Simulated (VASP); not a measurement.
Here is a VASP 6.6.1 calculation.

The input INCAR:

```
PREC     = Accurate       # precision mode
ENCUT    = 600            # plane-wave cutoff, eV
EDIFF    = 1E-7           # SCF threshold, eV
ISMEAR   = 0              # smearing method
SIGMA    = 0.03           # smearing width, eV
LREAL    = False          # projectors in reciprocal space
LASPH    = True           # aspherical terms in the spheres
NELM     = 80             # most SCF steps
ALGO     = Normal         # electronic algorithm
ISIF     = 3              # what is computed and relaxed
LWAVE    = False          # write WAVECAR
LCHARG   = False          # write CHGCAR
GGA      = PS             # functional
IBRION   = 2              # ionic algorithm
NSW      = 90             # ionic steps
EDIFFG   = -0.005         # ionic threshold
```

KPOINTS

```
Automatic mesh
0
Gamma
  8 8 8
```

The input POSCAR:

```
NaCl                                    
1.0
    0.0000000000      2.8051740243      2.8051740243
    2.8051740243      0.0000000000      2.8051740243
    2.8051740243      2.8051740243     -0.0000000000
  Na              Cl            
     1     1
Direct
     0.0000000000000000    0.0000000000000000    0.0000000000000000
     0.5000000000000000    0.5000000000000000    0.5000000000000000
```

Potentials or basis: VASP PAW PBE potentials, release 64 (Na_pv, Cl).

Launch:

```bash
$ cat potpaw_PBE.64/Na_pv/POTCAR potpaw_PBE.64/Cl/POTCAR > POTCAR
$ mpirun -np 1 vasp_std > vasp.out
```

Q: What does it give for the relaxed cell?

A: a = 3.965 Å, b = 3.965 Å, c = 3.965 Å, α = 60.00°, β = 60.00°, γ = 60.00°.

Q: What does it give for the band gap on the k mesh?

A: 5.00 eV, direct.

Q: What does it give for the relaxed volume?

A: 22.04 Å³/atom.

Q: Predict the space group after relaxing (to 0.05 Å).

A: Fm-3m (No. 225).

Final structure:
```
Na Cl
1.0
     0.00000    2.80386    2.80386
     2.80386    0.00000    2.80386
     2.80386    2.80386    0.00000
Na Cl
1 1
Direct
  0.00000 0.00000 0.00000
  0.50000 0.50000 0.50000
```

Caveat: the PAW data sets were made with another functional, which shifts forces and pressure a little. A hybrid or GW would open this gap; PBEsol tends to underestimate it.
